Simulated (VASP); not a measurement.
**TiO2: relaxation of cell and atoms with RPBE**

Crystal: TiO2.

```
Ti O
1.0
     4.59220    0.00000    0.00000
     0.00000    4.59220    0.00000
     0.00000    0.00000    2.95740
Ti O
2 4
Direct
  0.00000 0.00000 0.00000
  0.50000 0.50000 0.50000
  0.30496 0.30496 0.00000
  0.19504 0.80496 0.50000
  0.69504 0.69504 0.00000
  0.80496 0.19504 0.50000
```

```json
{
 "Program": "VASP 6.6.1",
 "Task": "relaxation of cell and atoms",
 "Functional": "RPBE",
 "Potentials or basis": "VASP PAW PBE potentials, release 64 (Ti_sv, O)",
 "Cutoff": "600 eV",
 "k mesh": "6 × 6 × 10",
 "Occupations": "gaussian, width 0.02 eV",
 "Spin": "no spin polarisation",
 "Further INCAR settings": "ALGO = Normal; EDIFF = 1e-07; IBRION = 2; EDIFFG = -0.005; NSW = 90; ISIF = 3"
}
```

```
Relaxed volume                         : 10.93 Å³/atom
Relaxed cell                           : a = 4.689 Å, b = 4.689 Å, c = 2.983 Å, α = 90.00°, β = 90.00°, γ = 90.00°
Space group after relaxing (to 0.05 Å) : P4_2/mnm (No. 136)
Energy gained by relaxing              : 17.0 meV/atom
Ionic steps                            : 8
Pressure after relaxing                : 0.0 GPa
Largest force after relaxing           : 0.003 eV/Å
Band gap on the k mesh                 : 1.84 eV, direct
```

Forces in eV/Å, atoms in the order of the input:
```
Ti   0.000  0.000  0.000
Ti   0.000  0.000  0.000
O    0.002  0.002  0.000
O   -0.002  0.002  0.000
O   -0.002 -0.002  0.000
O    0.002 -0.002  0.000
```

The path:
```
step  energy change (eV)  largest force (eV/Å)  pressure (GPa)  volume (Å³)
   1              0.0000                0.1546           10.84        62.37
   2              0.0321                0.3960          -10.29        68.93
   3             -0.0951                0.1273           -0.02        65.30
   4             -0.0951                0.1223            0.18        65.24
   5             -0.1007                0.0489            0.14        65.41
   6             -0.1017                0.0005            0.16        65.52
   7             -0.1017                0.0067           -0.16        65.63
   8             -0.1018                0.0033            0.01        65.57
```

Final structure:
```
Ti O
1.0
     4.68877    0.00000    0.00000
     0.00000    4.68877    0.00000
     0.00000    0.00000    2.98252
Ti O
2 4
Cartesian
  0.0000 0.0000 0.0000
  2.3444 2.3444 1.4913
  1.4335 1.4335 0.0000
  0.9109 3.7779 1.4913
  3.2553 3.2553 0.0000
  3.7779 0.9109 1.4913
```

Levels at points of the mesh, in eV from the valence-band top:
```tsv
k point	band 20	band 21	band 22	band 23	band 24	band 25	band 26	band 27	band 28
(0.00, 0.00, 0.00)	-1.81	-0.64	-0.40	-0.40	0.00	1.84	2.13	2.39	2.44
(0.50, 0.00, 0.00)	-2.87	-1.48	-1.48	-0.68	-0.68	2.46	2.46	2.88	2.88
(0.50, 0.50, 0.00)	-2.01	-1.20	-1.20	-0.99	-0.99	1.87	1.87	2.46	2.46
(0.00, 0.00, 0.50)	-2.68	-2.07	-2.07	-1.36	-1.36	2.81	2.81	3.09	3.09
(0.50, 0.00, 0.50)	-2.25	-1.91	-1.91	-0.93	-0.93	1.89	1.89	3.11	3.11
(0.50, 0.50, 0.50)	-2.65	-1.13	-1.13	-0.66	-0.66	2.50	2.50	3.11	3.11
```

Wall time 10 min on 1 thread of AMD EPYC 7R13 Processor (Zen 3), on a shared host, peak memory 0.24 GiB.

Caveat: the PAW data sets were made with another functional, which shifts forces and pressure a little. Expect the measured gap to be larger: semilocal functionals such as RPBE lack the derivative discontinuity.
